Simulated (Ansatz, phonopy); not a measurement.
**How NaH (Fm-3m) expands on warming**

How much does NaH expand with temperature?

Method: DFT LDA, scalar-relativistic, plane waves, PAW, in Ansatz 0.2.0.

### Step 1. Starting point

It takes space group Fm-3m (No. 225, cubic). The conventional cell has a = 4.880 Å, b = 4.880 Å, c = 4.880 Å, α = 90.00°, β = 90.00°, γ = 90.00°. Nearest to Na lie 6 H at 2.44 Å. H has 6 Na at 2.44 Å nearest. Farther neighbours are not listed.

Coordinates:

```cif
data_structure
_symmetry_space_group_name_H-M 'Fm-3m'
_symmetry_Int_Tables_number 225
_cell_length_a 4.8800
_cell_length_b 4.8800
_cell_length_c 4.8800
_cell_angle_alpha 90.000
_cell_angle_beta 90.000
_cell_angle_gamma 90.000
_cell_volume 116.21
loop_
_atom_site_label
_atom_site_type_symbol
_atom_site_symmetry_multiplicity
_atom_site_Wyckoff_symbol
_atom_site_fract_x
_atom_site_fract_y
_atom_site_fract_z
_atom_site_occupancy
Na1 Na 4 a 0.00000 0.00000 0.00000 1
H1 H 4 b 0.50000 0.00000 0.00000 1
```

### Step 2. A first coarse run

Before spending time, one coarse run tells the gap and the pressure of the starting cell.

input.yaml reads:

```yaml
crystal:
  lattice:
    - [0.0, 2.44, 2.44]
    - [2.44, 0.0, 2.44]
    - [2.44, 2.44, 0.0]
  atoms:
    - { symbol: Na, position: [0.0, 0.0, 0.0] }
    - { symbol: H, position: [0.5, 0.5, 0.5] }
kpoints:
  mp_grid: { grid: [6, 6, 6] }
hamiltonian:
  xc: lda
scf:
  occupations: { method: gaussian, width: 0.1 }
output:
  forces: true
  stress: true
  eigenvalues: true
```

Run with:

```
$ ansatz run input.yaml --threads 2 --pin off --max-ram 5120MiB --backend cpu --events-out ev --progress --plain --runs-dir out
```

The runs that follow: relaxation; A second relaxation; tight relaxation; an input with a fault; phonons on strained cells, q-mesh 2×2×2; quasi-harmonic fit by phonopy; phonons on strained cells, q-mesh 4×4×4; free-energy fit. Settings of the main run: cutoff 487.2 eV, 8×8×8 k-mesh, fixed occupations, highest temperature 500 K, 4×4×4 q-mesh.

**Question.** What will these runs give for the volume expansion coefficient at 298 K?

Near room temperature NaH expands by 125 × 10⁻⁶/K in volume by LDA, with C_P = 18.2 J/(mol K) per mole of atoms and B_T = 22.0 GPa. C_P at room temperature is 73 % of the classical 3R an atom; C_V is 70 %, and the rest is expansion work. Changing the q-mesh moves the volume expansion at 298 K between 122 and 125 × 10⁻⁶/K, while the CPU time spans a factor of 5.1.

```
volume expansion coefficient at 298 K            : 125.3 1e-6/K
C_P at 298 K                                     : 18.23 J/mol-atom/K
isothermal bulk modulus at 298 K                 : 21.97 GPa
Grüneisen parameter at 298 K                     : 1.312
volume at 298 K                                  : 13.76 Å³/atom
principal linear expansion coefficients at 298 K : 41.77, 41.77, 41.77 1e-6/K
```

The PAW files were made for PBE and are used here under another functional, for which the program regenerates the frozen cores. The cell of these runs is 11 % smaller in volume than the database cell; frequencies and all that rests on them shift with it.

[Logs are printed without paths, hosts, clocks, repeated set-up lines and the standing remarks that a program may print on its own settings, such as how far it seeks lower states.]

[Hosts, paths, dates, database ids (printed as entryN), source tags and the programs' standing remarks are cut or masked in the printed files.]

[A step with changed settings may run another functional than the one named; its input shows which.]

[Pressures of single members of a volume series are the stress at the run's cutoff; with an incomplete basis they can lie off −dE/dV of the same runs, and they are not shown converged.]
